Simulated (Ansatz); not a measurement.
**In: how the settings move a single-point run**

How sensitive is a single-point run of In to its settings? A reference run comes first, then one run with altered input.

Program: Ansatz 0.2.0. Level of theory: reference: DFT, PBE, all-electron LAPW, scalar-relativistic. These are calculated values, not measurements.

## 1. Starting point

Symmetry: I4/mmm, No. 139, tetragonal system. The conventional cell has a = 3.252 Å, b = 3.252 Å, c = 4.948 Å, α = 90.00°, β = 90.00°, γ = 90.00°. In (site symmetry 4/mmm) is surrounded by 12 In at 3.25 to 3.38 Å.

As a file:

```cif
data_structure
_symmetry_space_group_name_H-M 'P 1'
_symmetry_Int_Tables_number 1
_cell_length_a 3.3777
_cell_length_b 3.3777
_cell_length_c 3.3777
_cell_angle_alpha 122.442
_cell_angle_beta 122.442
_cell_angle_gamma 85.820
_cell_volume 26.17
loop_
_atom_site_label
_atom_site_type_symbol
_atom_site_fract_x
_atom_site_fract_y
_atom_site_fract_z
_atom_site_occupancy
In1 In 0.00000 0.00000 0.00000 1
```

## 2. The reference run

File input.yaml:

```yaml
crystal:
  lattice:
    - [-1.62615, 1.62615, 2.47395]
    - [1.62615, -1.62615, 2.47395]
    - [1.62615, 1.62615, -2.47395]
  atoms:
    - { symbol: In, position: [0.0, 0.0, 0.0] }
kpoints:
  mp_grid: { grid: [14, 14, 14] }
scf:
  occupations: { method: fermi_dirac, width: 0.05 }
hamiltonian:
  xc: pbe
  pseudopotentials: { kind: all_electron, lapw: { basis_error: 0.03 } }
output:
  forces: true
  stress: true
  eigenvalues: true
```

Run with:

```
> ansatz run input.yaml --threads 1 --pin off --max-ram 2048MiB --backend cpu --events-out ev --progress --plain --runs-dir out
```

## 3. Changed: mp_grid.grid [5, 5, 5], lower_state_search standard

input.yaml: that of step 2 with these lines changed.

```diff
@@ -8,5 +8,6 @@
 kpoints:
-  mp_grid: { grid: [14, 14, 14] }
+  mp_grid: { grid: [5, 5, 5] }
 scf:
   occupations: { method: fermi_dirac, width: 0.05 }
+  lower_state_search: standard
 hamiltonian:
```

**Question.** What will these runs give? Wanted: for each run, ending; energy change; pressure; gap; force.

The runs gave:

| run | ending | energy change | pressure (GPa) | gap (eV) | force (eV/Å) | cycles | time |
| --- | --- | --- | --- | --- | --- | --- | --- |
| reference | converged | 0 | 2.0 | 0.00 | 0.00 | 7 | 5.5 s |
| 1: mp_grid.grid [5, 5, 5], lower_state_search standard | converged | +48.6 meV/atom | 2.9 | 0.00 | 0.00 | 7 | 0.72 s |

Residual by cycle in the longest SCF loop of each run; runs are numbered as in the table. The quantity is the density residual dr2, in eV.

| cycle | reference | run 1 |
| --- | --- | --- |
| 1 | 0.00735 | 0.00776 |
| 2 | 0.00286 | 0.00289 |
| 3 | 0.00147 | 0.00148 |
| 4 | 3.3e-4 | 3.3e-4 |
| 5 | 1.8e-5 | 1.7e-5 |
| 6 | 7.4e-7 | 8.7e-7 |
| 7 | 7.2e-8 | 8.8e-8 |

**Reading.** Changing the k-point mesh and search for lower states moves the energy by +48.6 meV/atom, and the pressure goes from 2.0 to 2.9 GPa. Cost: 0.72 s against 5.5 s.
